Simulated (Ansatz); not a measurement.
Runs of Ansatz 0.2.0 on SnO. It takes space group P4/nmm (No. 129, tetragonal). Conventional cell: a = 3.814 Å, b = 3.814 Å, c = 4.887 Å, α = 90.00°, β = 90.00°, γ = 90.00°. Around Sn (site symmetry 4mm) lie 4 O at 2.23 Å. Around O (site symmetry -4m2) lie 4 Sn at 2.23 Å. The cell is a database's computed one.

```tsv
task	level	cutoff (eV)	points for each segment of the path	share of exact exchange	gap on the mesh (eV)	pressure (GPa)	largest force (eV/Å)
band structure	r2SCAN	500	14	-	0.28	-0.4	(a)
single point	r2SCAN0 form with a typed share of exact exchange	500	-	0.5	2.36	-5.5	0.95
single point	r2SCAN0 form with a typed share of exact exchange	500	-	0.1	0.67	-1.5	0.31
band structure	BLYP	420	14	-	0.37	8.2	0.55
band structure	RPBE	420	14	-	0.14	(b)	0.59
band structure	LDA	420	14	-	0.23	(c)	0.22
band structure	revPBE	420	14	-	0.14	5.5	0.54
band structure	PBE0	420	4	-	1.15	-0.8	0.27
```

Alike in all rows: potentials or basis Ansatz PAW; no spin polarisation; cell as given; k mesh 4 × 4 × 3; smearing fermi-dirac 0.05 eV; the mesh is coarse, so values aren't converged.

Task: Fill in the values left out.

Result: (a) 0.12; (b) 6.2; (c) -3.3.

Caveats: all runs use coarse meshes; spin-orbit coupling is left out, which moves the levels of the heavy elements; the PAW data sets come from PBE, with cores solved anew for the run's functional, which leaves a small shift of forces and pressure; the thresholds are loose for stress (some runs); odd divisions of the mesh miss points on the zone boundary, where band edges often lie, so the gap on the mesh can be too wide (some runs).

A k mesh can miss the band edges, and the runs leave out spin-orbit coupling on Sn.

Runs at the PBE level aren't shown here.
